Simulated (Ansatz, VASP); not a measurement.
One calculation of TiO2 (Anatase), two programs

```
CELL_PARAMETERS angstrom
-1.89210 1.89210 4.75730
1.89210 -1.89210 4.75730
1.89210 1.89210 -4.75730
ATOMIC_POSITIONS crystal
Ti 0.74925 0.24974 0.49428
Ti 0.00300 0.99677 0.00022
O 0.78263 0.79509 0.99737
O 0.54145 0.03977 0.50117
O 0.95029 0.44987 0.47609
O 0.21551 0.20969 0.00559
```

Change from the starting cell: atoms moved at random, drawn with an rms of 0.05 Å.

Alike in both runs: task single point; functional PBE; k mesh 10 × 10 × 10; occupations fermi-dirac, width 0.05 eV; no spin polarisation.

|  | VASP | Ansatz |
| --- | --- | --- |
| version | VASP 6.6.1 | Ansatz 0.2.0 |
| potentials or method | VASP PAW PBE potentials, release 64 (Ti_sv, O) | Ansatz PAW |
| plane-wave cutoff (eV) | 520 | 420 |
| valence electrons in the cell | 48 | 48 |

|  | VASP | Ansatz | Ansatz less VASP |
| --- | --- | --- | --- |
| gap on the k mesh at the Fermi level (eV) | 2.04 | 2.06 | +0.023 |
| least direct gap on the mesh (eV) | 2.43 | 2.45 | +0.020 |
| pressure (GPa) | 5.0 | 4.3 | -0.70 |
| largest component of the traceless stress (GPa) | 2.35 | 2.34 | -0.018 |
| rms of the force components (eV/Å) | 0.313 | 0.309 | -0.0037 |

Atom by atom the forces differ by 0.014 eV/Å (rms over components). The functional is the same, so the differences come from potentials, cutoffs and numerics.

Caveats: the pressure holds a Pulay correction of +0.7 GPa for the finite cutoff (Ansatz). A k mesh can miss the band edges.
